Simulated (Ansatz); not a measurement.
# CoO (Fm-3m) in Ansatz: further runs

Aim: see how the results for CoO move with the level of theory and the settings. Levels: PBEsol, LDA. Tasks: band structure.

Everything below comes from runs of Ansatz 0.2.0. Logs are shortened: lines on timing, memory, paths and dates and some standing lists are left out, and cuts for length are marked.

## Step 1: Starting point

Symmetry: Fm-3m, No. 225, cubic system. The conventional cell has a = 4.263 Å, b = 4.263 Å, c = 4.263 Å, α = 90.00°, β = 90.00°, γ = 90.00°. Around Co (site symmetry m-3m) lie 6 O at 2.13 Å. Around O (site symmetry m-3m) lie 6 Co at 2.13 Å.

## Step 2: Band structure, PBEsol, collinear spin, ferromagnetic start

Contents of input.yaml:

```yaml
crystal:
  lattice:
    - [0.0, 2.1315, 2.1315]
    - [2.1315, 0.0, 2.1315]
    - [2.1315, 2.1315, 0.0]
  atoms:
    - { symbol: Co, position: [0.0, 0.0, 0.0], spin: 2.0 }
    - { symbol: O, position: [0.5, 0.5, 0.5] }
kpoints:
  mp_grid: { grid: [11, 11, 11] }
  band_path:
    path:
      - [0.0, 0.0, 0.0]
      - [0.5, 0.0, 0.5]
      - [0.5, 0.25, 0.75]
      - [0.375, 0.375, 0.75]
      - [0.0, 0.0, 0.0]
      - [0.5, 0.5, 0.5]
      - [0.625, 0.25, 0.625]
      - [0.5, 0.25, 0.75]
    npoints: 12
scf:
  occupations: { method: fermi_dirac, width: 0.05 }
hamiltonian:
  xc: pbesol
  pseudopotentials: { kind: all_electron, lapw: { basis_error: 0.001 } }
magnetization:
  spin_polarized: true
output:
  forces: true
  stress: true
  eigenvalues: true
```

Potentials or basis: all-electron LAPW, scalar-relativistic.

The run is started by

```console
$ ansatz run input.yaml --threads 2 --pin off --max-ram 6144MiB --backend cpu --events-out ev --progress --plain --runs-dir out
```

What it wrote:

```text
Warning: RAYON_NUM_THREADS=2 ignored (pool sized by the plan → 2); use --threads N
LAPW: plane waves up to 9.714 Å⁻¹, error target 1.0e-3 eV per atom; small_component_spin mean_spin; O in spheres of 0.967 Å, 8 of its electrons in bands, Dirac shells []; Co in spheres of 1.165 Å, 17 of its electrons in bands, Dirac shells [] (how accurate: hamiltonian.pseudopotentials.lapw.basis_error, Limitations)
Engine: ansatz 0.2.0, aarch64-unknown-linux-gnu
Pseudopotentials: kind: all_electron
Pseudopotential: Co, LAPW, valence charge 17, lapw/all_electron/scalar/gaussian/Co, Koelling and Harmon's equation, gaussian nucleus
Pseudopotential: O, LAPW, valence charge 8, lapw/all_electron/scalar/gaussian/O, Koelling and Harmon's equation, gaussian nucleus
Functional definition: PBEsol
  exchange = pbesol_x
  correlation = pbesol_c
Crystal: 2 atoms, lattice volume = 19.368 Å³
Basis set: ecut = 359.5384731733147 eV, 307 PW (Γ), exchange–correlation at level 2
Bands: 18, of which v1, the nominal top of the filled ones, is band 13 counted from 1 (12 counted from 0)
Symmetry: 48 space group operations
Space group: Fm-3m (ITA 225), of the structure as read, at distance tolerance 2.7e-5 Å
Magnetic group: BNS 225.116 (UNI 1618), of the structure as read, at distance tolerance 2.7e-5 Å
k-points: 56 of 1331
Non-local potential: Co, projectors of the file, none
Non-local potential: O, projectors of the file, none
Initial density: superposition of atomic densities (chi_scale 0.1, normalization cell, long waves kept (reshape's long-wave potential 0.00 eV rms))
Starting moments: Σ|m| = 2 μB on 1 of 2 sites
Initial wavefunctions: plane waves of lowest kinetic energy (no species holds an atomic orbital)
Functional: x = pbesol(κ = 0.804, μ = 0.12345679012345678), c = pbesol(β = 0.046)
iter 1 solved again at ethr=5.78e-3 eV; its pass at ethr=1.00e-1 eV (dr2=1.44e0 eV) is discarded
SCF iter   1: F=—  HF=-39925.433645 eV  |F-HF|=—  |Δ(HF+E_count)|=         —  Δρ=5.84e-2 (↑5.46e-2 ↓5.84e-2)  dr2=1.44e0  dr2_m=2.67e-1  M=3.000 μB ∫|m|=3.002 μB  β_m=0.30  ethr=5.78e-3  ⟨swp⟩=2.0  Hψ=13196  notcnv=0
Mixer restart at iter 1: flushing history
preconditioner: auto → none  [metal: Δε(μ)=0.011 eV  Ē_g=13.999 eV  σ=0.050 eV  W_gap=0.06  n_scr=8 (ndim 8)  ℏωp=32.7 eV  f_vac=0.000  D(μ)=4.21/eV (n_scr^D=64)  sad-step TF]
SCF iter   2: F=—  HF=-39924.717492 eV  |F-HF|=—  |Δ(HF+E_count)|=   7.16e-1  Δρ=3.36e-2 (↑3.36e-2 ↓2.92e-2)  dr2=3.14e-1  dr2_m=1.14e-1  M=2.986 μB ∫|m|=2.987 μB  β_m=0.47  ethr=5.77e-3  ⟨swp⟩=2.0  Hψ=5936  notcnv=0
SCF iter   3: F=—  HF=-39924.745804 eV  |F-HF|=—  |Δ(HF+E_count)|=   2.83e-2  Δρ=2.02e-2 (↑1.81e-2 ↓2.02e-2)  dr2=2.60e-1  dr2_m=1.64e-2  M=3.000 μB ∫|m|=3.008 μB  β_m=0.47  ethr=1.25e-3  ⟨swp⟩=2.0  Hψ=6048  notcnv=0
iter 4 solved again at ethr=1.41e-5 eV; its pass at ethr=1.04e-3 eV (dr2=3.53e-3 eV) is discarded
SCF iter   4: F=—  HF=-39924.657698 eV  |F-HF|=—  |Δ(HF+E_count)|=         —  Δρ=5.67e-3 (↑3.61e-3 ↓5.67e-3)  dr2=3.53e-3  dr2_m=2.67e-3  M=2.939 μB ∫|m|=2.951 μB  β_m=0.47  ethr=1.41e-5  ⟨swp⟩=2.0  Hψ=9888  notcnv=0
Mixer restart at iter 4: flushing history
SCF iter   5: F=—  HF=-39924.666984 eV  |F-HF|=—  |Δ(HF+E_count)|=         —  Δρ=3.81e-3 (↑3.81e-3 ↓2.51e-3)  dr2=8.90e-3  dr2_m=2.63e-4  M=2.978 μB ∫|m|=2.992 μB  β_m=0.42  ethr=1.41e-5  ⟨swp⟩=3.0  Hψ=6633  notcnv=0
the basis was enlarged: its passes take 833.3 KiB over the memory plan, 2 of 2 planned eigensolver slots
SCF iter   6: F=—  HF=-39924.660342 eV  |F-HF|=—  |Δ(HF+E_count)|=   6.64e-3  Δρ=1.73e-3 (↑1.73e-3 ↓1.52e-3)  dr2=3.36e-4  dr2_m=3.64e-4  M=2.957 μB ∫|m|=2.972 μB  β_m=0.58  ethr=1.41e-5  ⟨swp⟩=2.8  Hψ=5699  notcnv=0
SCF iter   7: F=—  HF=-39924.661703 eV  |F-HF|=—  |Δ(HF+E_count)|=   1.36e-3  Δρ=5.73e-4 (↑5.73e-4 ↓4.05e-4)  dr2=4.19e-5  dr2_m=3.34e-5  M=2.957 μB ∫|m|=2.973 μB  β_m=0.62  ethr=1.35e-6  ⟨swp⟩=2.5  Hψ=5647  notcnv=0
SCF iter   8: F=—  HF=-39924.661761 eV  |F-HF|=—  |Δ(HF+E_count)|=   5.86e-5  Δρ=1.85e-4 (↑9.55e-5 ↓1.85e-4)  dr2=2.42e-6  dr2_m=3.19e-6  M=2.956 μB ∫|m|=2.972 μB  β_m=0.68  ethr=1.68e-7  ⟨swp⟩=2.3  Hψ=5559  notcnv=0
SCF iter   9: F=—  HF=-39924.661766 eV  |F-HF|=—  |Δ(HF+E_count)|=   5.05e-6  Δρ=4.28e-5 (↑2.33e-5 ↓4.28e-5)  dr2=2.43e-7  dr2_m=1.49e-7  M=2.956 μB ∫|m|=2.972 μB  β_m=0.70  ethr=9.67e-9  ⟨swp⟩=2.9  Hψ=5862  notcnv=0
SCF iter  10: F=—  HF=-39924.661766 eV  |F-HF|=—  |Δ(HF+E_count)|=   4.26e-7  Δρ=7.30e-6 (↑7.30e-6 ↓6.96e-6)  dr2=1.75e-9  dr2_m=7.85e-9  M=2.956 μB ∫|m|=2.972 μB  β_m=0.85  ethr=9.71e-10  ⟨swp⟩=3.0  Hψ=5768  notcnv=0
SCF iter  11: F=-39924.661766 eV  HF=-39924.661766 eV  |F-HF|=7.86e-9  |Δ(HF+E_count)|=   5.24e-8  Δρ=1.85e-6 (↑1.85e-6 ↓1.65e-6)  dr2=2.05e-9  dr2_m=9.23e-11  M=2.956 μB ∫|m|=2.972 μB  ethr=6.99e-12  ⟨swp⟩=3.0  Hψ=6108  notcnv=0
SCF 1 converged in 11 iterations: F = -39924.661766 eV  dr2 = 2.05e-9
NSCF: frozen V_eff on 85 k-points
SCF converged after 11 iterations
Magnetization: 2.9560 μB (13.9780 up, 11.0220 down)
Absolute magnetization: 2.9724 μB (∫|ρ↑−ρ↓|)
Spin contamination: 0.0075 ħ² per cell (⟨S²⟩ above its minimum at these occupations)
Per-site moments (μB) at R_I (Å): [(2.5985884642942327, 1.1646768393557512), (0.33909051904798115, 0.9668231288824237)]
Free energy (F): -39924.661766 eV
Harris-Foulkes:  -39924.661766 eV  (|F-HF|=7.86e-9)
Internal energy: -39924.629714 eV  (E = F + TS)
E sigma→0 (E₀):  -39924.645740 eV
Entropy (-TS):   -0.032052 eV (-16.026 meV/atom)
Fermi energy:    14.003355 eV
--- Per-component energies (eV) ---
  E_band       = -1284.152703
  E_kinetic    = 40475.718818
  E_xc         = -1816.062981
  E_electrostatic = -78584.285551  (all electrons and nuclei)
  E_smearing   = -0.032052  (= −TS)
  E_closure    = 0.000000  (closes the sum)
  E_atoms      = -39909.458948  (free atoms, spherical and without spin; not in F)
  Σ components = -39924.661766   (vs F -39924.661766, Δ=0.00e0)
  Basis errors (estimates in eV, not in F): energy 3.7e-4 per atom: plane waves 3.2e-4 (1.8e-4 summed), levels above the bands 7.1e-135, relativity 5.0e-8, radial functions 4.8e-5, core shells 7.0e-9; eigenvalues (radial functions only) 1.3e-5; not estimated: angular momenta, meshes, grids; target (lapw.basis_error) 1.0e-3; muffin-tin radii O 0.967 Å, Co 1.165 Å
--- Forces (eV/Å), atoms counted from 1 ---
  atom   1  Co     0.00000000    -0.00000000    -0.00000000
  atom   2  O      0.00000000     0.00000000    -0.00000000
  max |Σ_I F_I| component: 1.63e-30 eV/Å
--- Stress (GPa, compression-positive) ---
      -10.840536       0.000000      -0.000000
        0.000000     -10.840536      -0.000000
       -0.000000      -0.000000     -10.840536
  P = ⅓ Tr σ = -10.8405 GPa (-108.405 kbar)
--- Band table (eV; the first three rows and the last of 112) ---
  k-point 0 ↑: bands = ["-491.0601", "-82.6345", "-46.0274", "-46.0274", "-46.0274", "-6.2489", "10.6769", "10.6769", "10.7421", "10.7421", "10.7421", "10.8412", "10.8412", "10.8412", "14.7570", "30.4419", "31.7747", "31.7747"]
  k-point 1 ↑: bands = ["-491.0601", "-82.6342", "-46.0305", "-46.0279", "-46.0279", "-6.1620", "9.8684", "9.8841", "9.8841", "10.8780", "10.8780", "11.1730", "11.5882", "11.5882", "15.3452", "28.8479", "31.4843", "31.4843"]
  k-point 2 ↑: bands = ["-491.0601", "-82.6334", "-46.0385", "-46.0290", "-46.0290", "-5.9194", "8.5856", "9.1451", "9.1451", "11.0322", "11.0322", "11.3856", "12.4205", "12.4205", "16.5458", "26.6874", "30.3912", "30.3912"]
  k-point 55 ↓: bands = ["-490.7610", "-79.5860", "-43.0844", "-43.0823", "-43.0704", "-4.2568", "8.1613", "8.2214", "9.0446", "13.4803", "13.7434", "14.1616", "14.8068", "15.5288", "22.7365", "24.0977", "24.2038", "27.4348"]
```

It took 16 s on 2 threads of Arm Neoverse V1, shared host; peak memory 0.43 GiB.

Results:

- Free energy: -39924.6618 eV
- Pressure: -10.8 GPa
- Band gap along the path: none (metal or under the smearing width)
- Net moment: 2.96 μB per cell
- Absolute moment: 2.97 μB per cell
- Site moments: Co +2.60; O +0.34 μB

Levels at the corners of the path, in eV from the Fermi level:
Spin up:
```tsv
point	band 10	band 11	band 12	band 13	band 14	band 15	band 16	band 17	band 18
Γ	-3.26	-3.26	-3.16	-3.16	-3.16	0.75	16.44	17.77	17.77
X	-4.04	-2.97	-2.46	-2.14	-2.14	5.59	9.54	11.37	15.44
W	-2.59	-2.37	-2.37	-2.14	-1.43	7.83	9.72	9.72	12.41
K	-3.03	-2.27	-2.11	-2.01	-1.37	7.16	9.41	9.52	14.76
Γ	-3.26	-3.26	-3.16	-3.16	-3.16	0.75	16.44	17.77	17.77
L	-2.43	-2.43	-1.88	0.03	0.03	4.76	9.10	13.12	13.12
U	-3.03	-2.27	-2.11	-2.01	-1.37	7.16	9.41	9.52	14.76
W	-2.59	-2.37	-2.37	-2.14	-1.43	7.83	9.72	9.72	12.41
```
Spin down:
| point | band 8 | band 9 | band 10 | band 11 | band 12 | band 13 | band 14 | band 15 |
| --- | --- | --- | --- | --- | --- | --- | --- | --- |
| Γ | -2.65 | -2.65 | -1.11 | -1.11 | -1.11 | -0.09 | -0.09 | 1.31 |
| X | -3.92 | -3.92 | -2.28 | 0.15 | 0.15 | 0.39 | 0.86 | 6.43 |
| W | -5.72 | -5.13 | -0.38 | -0.38 | 0.16 | 0.75 | 1.48 | 8.75 |
| K | -5.76 | -4.40 | -1.04 | 0.00 | 0.17 | 1.00 | 1.47 | 7.97 |
| Γ | -2.65 | -2.65 | -1.11 | -1.11 | -1.11 | -0.09 | -0.09 | 1.31 |
| L | -4.74 | -4.74 | -0.11 | -0.11 | 0.19 | 2.60 | 2.60 | 5.08 |
| U | -5.76 | -4.40 | -1.04 | 0.00 | 0.17 | 1.00 | 1.47 | 7.97 |
| W | -5.72 | -5.13 | -0.38 | -0.38 | 0.16 | 0.75 | 1.48 | 8.75 |

Caveat: a cell with one magnetic atom can't hold antiferromagnetic order, which such compounds often take; semilocal functionals often make such compounds metallic where correlation or magnetic order opens a gap, which also shifts bond lengths.

## Step 3: Band structure, LDA, collinear spin, ferromagnetic start

input.yaml: that of step 2 with these lines changed.

```diff
@@ -20,3 +20,3 @@
       - [0.5, 0.25, 0.75]
-    npoints: 12
+    npoints: 8
 scf:
@@ -24,3 +24,3 @@
 hamiltonian:
-  xc: pbesol
+  xc: lda
   pseudopotentials: { kind: all_electron, lapw: { basis_error: 0.001 } }
```

Potentials or basis: all-electron LAPW, scalar-relativistic.

The run is started by

```console
$ ansatz run input.yaml --threads 2 --pin off --max-ram 6144MiB --backend cpu --events-out ev --progress --plain --runs-dir out
```

What it wrote:

```text
Warning: RAYON_NUM_THREADS=2 ignored (pool sized by the plan → 2); use --threads N
LAPW: plane waves up to 9.713 Å⁻¹, error target 1.0e-3 eV per atom; small_component_spin mean_spin; O in spheres of 0.967 Å, 8 of its electrons in bands, Dirac shells []; Co in spheres of 1.165 Å, 17 of its electrons in bands, Dirac shells [] (how accurate: hamiltonian.pseudopotentials.lapw.basis_error, Limitations)
[... 4 set-up lines as earlier in the session ...]
Functional definition: SPW92
  exchange = slater_x
  correlation = pw_c
Crystal: 2 atoms, lattice volume = 19.368 Å³
Basis set: ecut = 359.4099817885889 eV, 307 PW (Γ), exchange–correlation at level 2
Bands: 18, of which v1, the nominal top of the filled ones, is band 13 counted from 1 (12 counted from 0)
[... 2 set-up lines as earlier in the session ...]
Magnetic group: BNS 225.116 (UNI 1618), of the structure as read, at distance tolerance 2.7e-5 Å
k-points: 56 of 1331
[... 3 set-up lines as earlier in the session ...]
Starting moments: Σ|m| = 2 μB on 1 of 2 sites
[... 1 set-up line as earlier in the session ...]
Functional: x = slater, c = lda
iter 1 solved again at ethr=5.93e-3 eV; its pass at ethr=1.00e-1 eV (dr2=1.48e0 eV) is discarded
SCF iter   1: F=—  HF=-39889.690171 eV  |F-HF|=—  |Δ(HF+E_count)|=         —  Δρ=5.81e-2 (↑5.54e-2 ↓5.81e-2)  dr2=1.48e0  dr2_m=2.62e-1  M=3.000 μB ∫|m|=3.001 μB  β_m=0.30  ethr=5.93e-3  ⟨swp⟩=2.0  Hψ=13221  notcnv=0
Mixer restart at iter 1: flushing history
preconditioner: auto → none  [metal: Δε(μ)=0.011 eV  Ē_g=13.970 eV  σ=0.050 eV  W_gap=0.05  n_scr=8 (ndim 8)  ℏωp=32.7 eV  f_vac=0.000  D(μ)=4.23/eV (n_scr^D=64)  sad-step TF]
SCF iter   2: F=—  HF=-39888.909463 eV  |F-HF|=—  |Δ(HF+E_count)|=   7.81e-1  Δρ=3.19e-2 (↑3.19e-2 ↓2.60e-2)  dr2=2.85e-1  dr2_m=9.38e-2  M=2.925 μB ∫|m|=2.926 μB  β_m=0.44  ethr=5.93e-3  ⟨swp⟩=2.0  Hψ=5936  notcnv=0
SCF iter   3: F=—  HF=-39888.837229 eV  |F-HF|=—  |Δ(HF+E_count)|=         —  Δρ=1.62e-2 (↑1.62e-2 ↓1.28e-2)  dr2=1.09e-1  dr2_m=1.77e-2  M=2.940 μB ∫|m|=2.946 μB  β_m=0.44  ethr=1.14e-3  ⟨swp⟩=2.0  Hψ=6047  notcnv=0
Mixer restart at iter 3: flushing history
iter 4 solved again at ethr=1.93e-5 eV; its pass at ethr=4.35e-4 eV (dr2=4.82e-3 eV) is discarded
SCF iter   4: F=—  HF=-39888.816173 eV  |F-HF|=—  |Δ(HF+E_count)|=         —  Δρ=5.78e-3 (↑5.78e-3 ↓3.96e-3)  dr2=4.82e-3  dr2_m=2.88e-3  M=2.850 μB ∫|m|=2.857 μB  β_m=0.47  ethr=1.93e-5  ⟨swp⟩=2.0  Hψ=9992  notcnv=0
the basis was enlarged: its passes take 788.6 KiB over the memory plan, 2 of 2 planned eigensolver slots
SCF iter   5: F=—  HF=-39888.822167 eV  |F-HF|=—  |Δ(HF+E_count)|=   5.99e-3  Δρ=5.11e-3 (↑5.11e-3 ↓3.90e-3)  dr2=1.00e-2  dr2_m=1.83e-3  M=2.899 μB ∫|m|=2.907 μB  β_m=0.49  ethr=1.93e-5  ⟨swp⟩=3.0  Hψ=6268  notcnv=0
SCF iter   6: F=—  HF=-39888.818703 eV  |F-HF|=—  |Δ(HF+E_count)|=   3.46e-3  Δρ=8.00e-4 (↑3.72e-4 ↓8.00e-4)  dr2=7.10e-5  dr2_m=5.36e-5  M=2.875 μB ∫|m|=2.884 μB  β_m=0.56  ethr=1.93e-5  ⟨swp⟩=2.0  Hψ=5518  notcnv=0
SCF iter   7: F=—  HF=-39888.818759 eV  |F-HF|=—  |Δ(HF+E_count)|=   5.60e-5  Δρ=3.39e-4 (↑9.07e-5 ↓3.39e-4)  dr2=2.32e-5  dr2_m=6.54e-6  M=2.877 μB ∫|m|=2.888 μB  β_m=0.66  ethr=2.84e-7  ⟨swp⟩=2.2  Hψ=5544  notcnv=0
SCF iter   8: F=—  HF=-39888.818762 eV  |F-HF|=—  |Δ(HF+E_count)|=   2.49e-6  Δρ=6.78e-5 (↑4.23e-5 ↓6.78e-5)  dr2=6.78e-7  dr2_m=3.82e-7  M=2.880 μB ∫|m|=2.890 μB  β_m=0.83  ethr=9.28e-8  ⟨swp⟩=2.1  Hψ=5547  notcnv=0
SCF iter   9: F=—  HF=-39888.818763 eV  |F-HF|=—  |Δ(HF+E_count)|=   9.99e-7  Δρ=2.45e-5 (↑1.21e-5 ↓2.45e-5)  dr2=1.23e-7  dr2_m=3.82e-8  M=2.880 μB ∫|m|=2.890 μB  β_m=0.91  ethr=2.71e-9  ⟨swp⟩=2.0  Hψ=5517  notcnv=0
SCF iter  10: F=—  HF=-39888.818763 eV  |F-HF|=—  |Δ(HF+E_count)|=   1.63e-8  Δρ=5.01e-6 (↑3.46e-6 ↓5.01e-6)  dr2=4.47e-9  dr2_m=2.36e-9  M=2.880 μB ∫|m|=2.890 μB  β_m=0.96  ethr=4.93e-10  ⟨swp⟩=2.0  Hψ=5521  notcnv=0
SCF iter  11: F=-39888.818763 eV  HF=-39888.818763 eV  |F-HF|=6.00e-9  |Δ(HF+E_count)|=   2.84e-9  Δρ=2.41e-6 (↑1.02e-6 ↓2.41e-6)  dr2=1.82e-9  dr2_m=2.36e-10  M=2.880 μB ∫|m|=2.890 μB  ethr=1.79e-11  ⟨swp⟩=2.6  Hψ=5639  notcnv=0
SCF 1 converged in 11 iterations: F = -39888.818763 eV  dr2 = 1.82e-9
NSCF: frozen V_eff on 57 k-points
SCF converged after 11 iterations
Magnetization: 2.8796 μB (13.9398 up, 11.0602 down)
Absolute magnetization: 2.8902 μB (∫|ρ↑−ρ↓|)
Spin contamination: 0.0079 ħ² per cell (⟨S²⟩ above its minimum at these occupations)
Per-site moments (μB) at R_I (Å): [(2.516419270484022, 1.1647423588971284), (0.33922818404305977, 0.9667576093410466)]
Free energy (F): -39888.818763 eV
Harris-Foulkes:  -39888.818763 eV  (|F-HF|=6.00e-9)
Internal energy: -39888.785512 eV  (E = F + TS)
E sigma→0 (E₀):  -39888.802137 eV
Entropy (-TS):   -0.033251 eV (-16.625 meV/atom)
Fermi energy:    13.754730 eV
--- Per-component energies (eV) ---
  E_band       = -1283.247966
  E_kinetic    = 40421.086800
  E_xc         = -1779.019281
  E_electrostatic = -78530.853030  (all electrons and nuclei)
  E_smearing   = -0.033251  (= −TS)
  E_closure    = 0.000000  (closes the sum)
  E_atoms      = -39872.808796  (free atoms, spherical and without spin; not in F)
  Σ components = -39888.818763   (vs F -39888.818763, Δ=0.00e0)
  Basis errors (estimates in eV, not in F): energy 3.6e-4 per atom: plane waves 3.3e-4 (1.8e-4 summed), levels above the bands 4.6e-134, relativity 4.6e-9, radial functions 3.5e-5, core shells 8.2e-9; eigenvalues (radial functions only) 8.5e-7; not estimated: angular momenta, meshes, grids; target (lapw.basis_error) 1.0e-3; muffin-tin radii O 0.967 Å, Co 1.165 Å
--- Forces (eV/Å), atoms counted from 1 ---
  atom   1  Co    -0.00000000    -0.00000000    -0.00000000
  atom   2  O      0.00000000    -0.00000000    -0.00000000
  max |Σ_I F_I| component: 3.68e-30 eV/Å
--- Stress (GPa, compression-positive) ---
      -19.313293       0.000000       0.000000
        0.000000     -19.313293       0.000000
        0.000000       0.000000     -19.313293
  P = ⅓ Tr σ = -19.3133 GPa (-193.133 kbar)
--- Band table (eV; the first three rows and the last of 112) ---
  k-point 0 ↑: bands = ["-489.3224", "-82.2557", "-45.9130", "-45.9130", "-45.9130", "-6.3714", "10.4078", "10.4078", "10.4078", "10.6368", "10.6368", "10.6431", "10.6431", "10.6431", "14.5575", "30.2352", "31.5232", "31.5232"]
  k-point 1 ↑: bands = ["-489.3224", "-82.2554", "-45.9161", "-45.9135", "-45.9135", "-6.2830", "9.5769", "9.6758", "9.6758", "10.6991", "10.6991", "10.9480", "11.4045", "11.4045", "15.1269", "28.6163", "31.2162", "31.2162"]
  k-point 2 ↑: bands = ["-489.3224", "-82.2547", "-45.9244", "-45.9146", "-45.9146", "-6.0361", "8.2991", "8.9351", "8.9351", "10.8542", "10.8542", "11.1721", "12.2423", "12.2423", "16.3044", "26.4328", "30.0966", "30.0966"]
  k-point 55 ↓: bands = ["-488.9894", "-79.3924", "-43.1730", "-43.1708", "-43.1587", "-4.3603", "7.8853", "7.9317", "8.6998", "13.2341", "13.5063", "13.9373", "14.2820", "15.0091", "22.3113", "23.8646", "23.9515", "27.1264"]
```

Run time: 14 s. Hardware: 2 threads of Arm Neoverse V1, shared host; peak memory 0.43 GiB.

What came out:

| Item | Value |
| --- | --- |
| Free energy | -39888.8188 eV |
| Pressure | -19.3 GPa |
| Band gap along the path | none (metal or under the smearing width) |
| Net moment | 2.88 μB per cell |
| Absolute moment | 2.89 μB per cell |
| Site moments | Co +2.52; O +0.34 μB |

Levels at the corners of the path, in eV from the Fermi level:
Spin up:
| point | band 10 | band 11 | band 12 | band 13 | band 14 | band 15 | band 16 | band 17 | band 18 |
| --- | --- | --- | --- | --- | --- | --- | --- | --- | --- |
| Γ | -3.12 | -3.12 | -3.11 | -3.11 | -3.11 | 0.80 | 16.48 | 17.77 | 17.77 |
| X | -4.00 | -2.75 | -2.23 | -2.08 | -2.08 | 5.53 | 9.46 | 11.42 | 15.33 |
| W | -2.36 | -2.33 | -2.33 | -2.07 | -1.28 | 7.74 | 9.67 | 9.67 | 12.38 |
| K | -2.95 | -2.20 | -1.96 | -1.93 | -1.24 | 7.09 | 9.39 | 9.46 | 14.66 |
| Γ | -3.12 | -3.12 | -3.11 | -3.11 | -3.11 | 0.80 | 16.48 | 17.77 | 17.77 |
| L | -2.35 | -2.35 | -1.84 | 0.13 | 0.13 | 4.78 | 9.00 | 13.05 | 13.05 |
| U | -2.95 | -2.20 | -1.96 | -1.93 | -1.24 | 7.09 | 9.39 | 9.46 | 14.66 |
| W | -2.36 | -2.33 | -2.33 | -2.07 | -1.28 | 7.74 | 9.67 | 9.67 | 12.38 |
Spin down:
```
point  band 8  band 9  band 10  band 11  band 12  band 13  band 14  band 15
    Γ   -2.74   -2.74    -1.10    -1.10    -1.10    -0.39    -0.39     1.36
    X   -3.99   -3.99    -2.26     0.08     0.18     0.18     0.58     6.29
    W   -5.75   -5.23    -0.38    -0.38     0.18     0.47     1.21     8.57
    K   -5.81   -4.50    -1.04     0.02     0.18     0.73     1.20     7.83
    Γ   -2.74   -2.74    -1.10    -1.10    -1.10    -0.39    -0.39     1.36
    L   -4.87   -4.87    -0.11    -0.11     0.19     2.35     2.35     5.16
    U   -5.81   -4.50    -1.04     0.02     0.18     0.73     1.20     7.83
    W   -5.75   -5.23    -0.38    -0.38     0.18     0.47     1.21     8.57
```

Caveat: so large a pressure means that the cell lies far from this level's equilibrium, or that cutoff or potentials fall short; a cell with one magnetic atom can't hold antiferromagnetic order, which such compounds often take; semilocal functionals often make such compounds metallic where correlation or magnetic order opens a gap, which also shifts bond lengths.
